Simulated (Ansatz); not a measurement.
Set up this calculation in Ansatz 0.2.0, as the native input.

* Task: relaxation of cell and atoms
* Functional: r2SCAN
* Dispersion: rVV10
* Potentials or basis: Ansatz PAW
* Cutoff: 500 eV (not typed: the program's choice for these potentials)
* k mesh: 8 × 8 × 8
* Occupations: fermi-dirac, width 0.05 eV
* Spin: no spin polarisation

The system is InAs.

```
CELL_PARAMETERS angstrom
0.00000 3.01800 3.01800
3.01800 0.00000 3.01800
3.01800 3.01800 0.00000
ATOMIC_POSITIONS crystal
In 0.00000 0.00000 0.00000
As 0.75000 0.75000 0.75000
```

One way to write it, as run:

input.yaml

```yaml
crystal:
  lattice:
    - [0.0, 3.018, 3.018]
    - [3.018, 0.0, 3.018]
    - [3.018, 3.018, 0.0]
  atoms:
    - { symbol: In, position: [0.0, 0.0, 0.0] }
    - { symbol: As, position: [0.75, 0.75, 0.75] }
hamiltonian:
  xc: r2scan
  pseudopotentials: { kind: paw }
  dispersion: rvv10
kpoints:
  mp_grid: { grid: [8, 8, 8] }
scf:
  occupations: { method: fermi_dirac, width: 0.05 }
output:
  forces: true
  stress: true
relax:
  f_tol: 0.01
  max_steps: 40
  cell: { stress_tol: 0.05 }
```

Potentials or basis: Ansatz PAW.

Command:

```bash
$ ansatz run input.yaml --threads 2 --pin off --max-ram 5120MiB --backend cpu --events-out ev --progress --plain --runs-dir out
```

It gave:

```
Relaxed volume                         : 28.14 Å³/atom
Relaxed cell                           : a = 4.302 Å, b = 4.302 Å, c = 4.302 Å, α = 60.00°, β = 60.00°, γ = 60.00°
Space group after relaxing (to 0.05 Å) : F-43m (No. 216)
Energy gained by relaxing              : 2.8 meV/atom
Ionic steps                            : 4
Pressure after relaxing                : 0.0 GPa
```

Caveat: the plane-wave basis is chosen anew once the cell has moved, so the energies of steps on either side of that aren't comparable; the PAW data sets come from PBE, with cores solved anew for the run's functional, which leaves a small shift of forces and pressure.

Wall time 22 s on 2 threads of Arm Neoverse V1, on a shared host, peak memory 0.58 GiB.
